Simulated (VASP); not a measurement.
# C in VASP 6.6.1, single-point calculation

INCAR

```
GGA = AM
LREAL = .FALSE.
SIGMA = 0.02
EDIFF = 1E-7
ISIF = 2
ENCUT = 520
NSW = 0
NELM = 75
ISMEAR = -1
NBANDS = 11
LCHARG = .FALSE.
LASPH = .TRUE.
IBRION = -1
LWAVE = .FALSE.
PREC = Accurate
```

KPOINTS

```
KPOINTS created by Atomic Simulation Environment
0
Gamma
12 12 12
0 0 0
```

POSCAR

```
C
 1.0000000000000000
     0.0000000000000000    1.7801241425321852    1.7801241425321852
     1.7801241425321852    0.0000000000000000    1.7801241425321852
     1.7801241425321852    1.7801241425321852    0.0000000000000000
 C
   2
Cartesian
  0.0000000000000000 -0.0000000000000000  0.0000000000000000
  0.8900620712660925  0.8900620712660925  0.8900620712660925
```

The recommended PBE PAW datasets give the neutral cell 8 valence electrons.

Command

```
mpirun -np 1 vasp_std
```

OSZICAR

```
N       E                     dE             d eps       ncg     rms          rms(c)
DAV:   1    -0.187406754241E+00   -0.18741E+00   -0.48418E+03  1643   0.723E+02
DAV:   2    -0.191972601610E+02   -0.19010E+02   -0.18555E+02  2066   0.123E+02
DAV:   3    -0.195556325588E+02   -0.35837E+00   -0.35757E+00  1833   0.130E+01
DAV:   4    -0.195562120500E+02   -0.57949E-03   -0.57948E-03  1718   0.654E-01
DAV:   5    -0.195562126912E+02   -0.64113E-06   -0.64112E-06  1802   0.203E-02    0.571E+00
DAV:   6    -0.190837784250E+02    0.47243E+00   -0.23805E-01  1623   0.339E+00    0.339E+00
DAV:   7    -0.189235806114E+02    0.16020E+00   -0.28450E-01  1704   0.377E+00    0.705E-01
DAV:   8    -0.189249043178E+02   -0.13237E-02   -0.79227E-03  1662   0.674E-01    0.446E-02
DAV:   9    -0.189249314996E+02   -0.27182E-04   -0.57704E-05  1852   0.597E-02    0.232E-02
DAV:  10    -0.189249495380E+02   -0.18038E-04   -0.13514E-05  1674   0.331E-02    0.478E-03
DAV:  11    -0.189249495693E+02   -0.31269E-07   -0.23641E-07  1942   0.446E-03
   1 F= -.18924950E+02 E0= -.18924950E+02  d E =-.581495E-11
```

From OUTCAR

```
k-points           NKPTS =     72   k-points in BZ     NKDIM =     72   number of bands    NBANDS=     11

   NELECT =       8.0000    total number of electrons

   dimension x,y,z NGX =    20 NGY =   20 NGZ =   20
   dimension x,y,z NGXF=    40 NGYF=   40 NGZF=   40

  energy-cutoff  :      520.00
  volume of cell :       11.28
      direct lattice vectors                 reciprocal lattice vectors
     0.000000000  1.780124143  1.780124143    -0.280879287  0.280879287  0.280879287
     1.780124143  0.000000000  1.780124143     0.280879287 -0.280879287  0.280879287
     1.780124143  1.780124143  0.000000000     0.280879287  0.280879287 -0.280879287

 k-points in reciprocal lattice and weights: KPOINTS created by Atomic Simulation Env
   0.00000000  0.00000000  0.00000000       0.001
   0.08333333  0.00000000  0.00000000       0.005
   0.16666667  0.00000000  0.00000000       0.005
   0.25000000  0.00000000  0.00000000       0.005
   0.33333333  0.00000000  0.00000000       0.005
   0.41666667  0.00000000  0.00000000       0.005
   0.50000000  0.00000000  0.00000000       0.002
   0.08333333  0.08333333  0.00000000       0.003
   ...

 E-fermi :  10.2066

 k-point     1 :       0.0000    0.0000    0.0000
  band No.  band energies     occupation
      1     -11.7596      2.00000
      2       9.8205      2.00000
      3       9.8205      2.00000
      4       9.8205      2.00000
      5      15.3497      0.00000
      6      15.3497      0.00000
      7      15.3497      0.00000
      8      23.3959      0.00000
      9      28.9443      0.00000
     10      36.3036      0.00000
     11      36.3036      0.00000

 k-point     2 :       0.0833    0.0000    0.0000
  band No.  band energies     occupation
      1     -11.5661      2.00000
      2       8.5776      2.00000
      3       9.4910      2.00000
      4       9.4910      2.00000
      5      15.7803      0.00000
      6      15.7803      0.00000
      7      16.0852      0.00000
      8      23.5420      0.00000
      9      29.2671      0.00000
     10      34.0883      0.00000
     11      34.0883      0.00000

 k-point     3 :       0.1667    0.0000    0.0000
  band No.  band energies     occupation
      1     -10.9880      2.00000
      2       6.0253      2.00000
      3       8.7793      2.00000
      4       8.7793      2.00000
      5      16.7094      0.00000
      6      16.7094      0.00000
      7      17.2124      0.00000
      8      23.9565      0.00000
      9      29.9410      0.00000
     10      32.4776      0.00000
     11      32.4776      0.00000

 k-point     4 :       0.2500    0.0000    0.0000
  band No.  band energies     occupation
      1     -10.0332      2.00000
      2       3.1703      2.00000
      3       8.0486      2.00000
      4       8.0486      2.00000
      5      17.5665      0.00000
      6      17.5665      0.00000
      7      18.0091      0.00000
      8      24.5283      0.00000
      9      30.3809      0.00000
     10      32.0653      0.00000
     11      32.0653      0.00000

 k-point     5 :       0.3333    0.0000    0.0000
  band No.  band energies     occupation
      1      -8.7213      2.00000
      2       0.3713      2.00000
      3       7.4703      2.00000
      4       7.4703      2.00000
      5      18.0429      0.00000
      6      18.0429      0.00000
      7      18.4740      0.00000
      8      25.0390      0.00000
      9      30.6476      0.00000
     10      32.9177      0.00000
     11      32.9177      0.00000

 ...

  Total       -0.1828871     -0.1828871     -0.1828871      0.0000000      0.0000000     -0.0000000
  in kB      -25.9724357    -25.9724357    -25.9724357      0.0000000      0.0000000     -0.0000000
  external PRESSURE =     -25.9724357 kB  Pullay stress =       0.0000000 kB

 POSITION                                       TOTAL-FORCE (eV/Angst)
 -----------------------------------------------------------------------------------
      0.00000      0.00000      0.00000        -0.000000     -0.000000     -0.000000
      0.89006      0.89006      0.89006         0.000000      0.000000      0.000000
 -----------------------------------------------------------------------------------
    total drift:                                0.000000      0.000000      0.000000

  FREE ENERGIE OF THE ION-ELECTRON SYSTEM (eV)
  ---------------------------------------------------
  free  energy   TOTEN  =       -18.9249495693 eV

  energy  without entropy=      -18.9249495693  energy(sigma->0) =      -18.92494957
```

It converged. Results: gap between bands v and c on the k mesh 4.06 eV; least direct gap on the k mesh 5.53 eV; pressure -2.6 GPa. Band v is the last that the valence electrons fill when counted band by band, and c is the next.

For comparison, a separate PBE run of the intended cell, on usual settings and not on those above, gives a gap of 4.17 eV on its mesh and a pressure of 4.9 GPa.

The run above took about 6.7 s on one core of a shared host (Intel Xeon Platinum 8488C) and held 0.12 GiB at most.
